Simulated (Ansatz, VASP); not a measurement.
MgS in VASP and in Ansatz

Contents of INCAR:

```
SYSTEM = MgS
ALGO = Fast ; EDIFF = 1E-6
EDIFFG = -0.005 ; ENCUT = 600
GGA = PS ; IBRION = 2
ISIF = 3 ; ISMEAR = 0
LASPH = .TRUE. ; LCHARG = .FALSE.
LREAL = .FALSE. ; LWAVE = .FALSE.
NELM = 100 ; NSW = 100
PREC = Accurate ; SIGMA = 0.02
```

KPOINTS

```
k-points
0
G
  6 6 4
  0 0 0
```

The input POSCAR:

```
MgS
1.0
    4.0346224068      0.0000000000      0.0000000000
   -2.0173112034      3.4940854990      0.0000000000
    0.0000000000      0.0000000000      6.4322941800
Mg S
2 2
Direct
    0.6666666700      0.3333333300      0.4957548500
    0.3333333300      0.6666666700      0.9957548500
    0.3333333300      0.6666666700      0.3792441500
    0.6666666700      0.3333333300      0.8792441500
```

Input for Ansatz:

```yaml
crystal:
  lattice:
    - [4.0346224068, 0.0, 0.0]
    - [-2.0173112034, 3.494085499, 0.0]
    - [0.0, 0.0, 6.43229418]
  atoms:
    - { symbol: Mg, position: [0.66666667, 0.33333333, 0.49575485] }
    - { symbol: Mg, position: [0.33333333, 0.66666667, 0.99575485] }
    - { symbol: S, position: [0.33333333, 0.66666667, 0.37924415] }
    - { symbol: S, position: [0.66666667, 0.33333333, 0.87924415] }
basis:
  ecutwfc: 420
kpoints:
  mp_grid: { grid: [6, 6, 4] }
hamiltonian:
  xc: pbesol
scf:
  occupations: { method: gaussian, width: 0.02 }
output:
  forces: true
  stress: true
  eigenvalues: true
relax:
  adjacent_minimum: "off"
  f_tol: 0.005
  max_steps: 80
  cell: { stress_tol: 0.05 }
```

The cell comes from a database or a generator and needn't be the stable form of this composition.

Alike in both runs: task relaxation of cell and atoms; functional PBEsol; k mesh 6 × 6 × 4; occupations gaussian, width 0.02 eV; no spin polarisation.

|  | VASP | Ansatz |
| --- | --- | --- |
| version | VASP 6.6.1 | Ansatz 0.2.0 |
| potentials or method | VASP PAW PBE potentials, release 64 (Mg, S) | scalar-relativistic, plane waves, PAW |
| plane-wave cutoff (eV) | 600 | 420 |
| valence electrons in the cell | 16 | 32 |

```tsv
	VASP	Ansatz	Ansatz less VASP
gap on the k mesh at the Fermi level, each at its own relaxed structure (eV)	3.31	3.30	-0.004
relaxed volume (Å³/atom)	22.52	22.54	+0.019
relaxed cell length with the largest relative difference (Å)	6.411	6.415	+0.0040
```

The two sets of potentials don't hold the same shells in valence.

Caveats: the PAW data sets were made with another functional, which shifts forces and pressure a little (VASP). A hybrid or GW would open this gap; PBEsol tends to underestimate it.
